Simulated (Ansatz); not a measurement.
Runs of Ansatz 0.2.0 on CuO. The structure is monoclinic, space group Cc (No. 9). The conventional cell has a = 4.689 Å, b = 3.427 Å, c = 5.132 Å, α = 90.00°, β = 99.65°, γ = 90.00°. Around Cu (site symmetry 1) lie 4 O at 1.91 to 2.02 Å. Around O (site symmetry 1) lie 4 Cu at 1.91 to 2.02 Å. 

```csv
level,U,hubbard projectors,double counting,gap on the mesh (eV),pressure (GPa),largest force (eV/Å)
PBE+U,Cu d U = 8 eV,ortho-atomic (the default),fll (the default),none,10.2,(c)
PBE+U,Cu d U = 3 eV,ortho-atomic (the default),fll (the default),none,7.0,0.81
PBE+U,Cu d U = 2 eV,ortho-atomic (the default),fll (the default),none,6.5,0.79
PBE+U,Cu d U = 6 eV,ortho-atomic (the default),fll (the default),none,8.8,0.85
PBE+U,Cu d U = 1 eV,ortho-atomic (the default),fll (the default),none,6.1,0.78
PBE+U,Cu d U = 4 eV,ortho-atomic (the default),fll (the default),none,(a),(b)
PBE,-,-,-,none,(d),0.76
PBE+U,Cu d U = 5 eV,ortho-atomic (the default),fll (the default),none,8.1,0.83
```

Alike in all rows: task band structure; potentials or basis Ansatz PAW; no spin polarisation; cell as given; k mesh 10 × 10 × 5; cutoff (eV) 420; smearing fermi-dirac 0.05 eV.

**Question.** Fill in the values left out.

**Answer.** (a) 7.5; (b) 0.82; (c) 0.87; (d) 5.7.

Caveats: the run has no spin polarisation, though such a crystal can be magnetic; U without spin polarisation on a metal has little footing (some runs); semilocal functionals often make such compounds metallic where correlation or magnetic order opens a gap, which also shifts bond lengths (some runs).

A gap of «none» marks a metal or a gap under the smearing width.
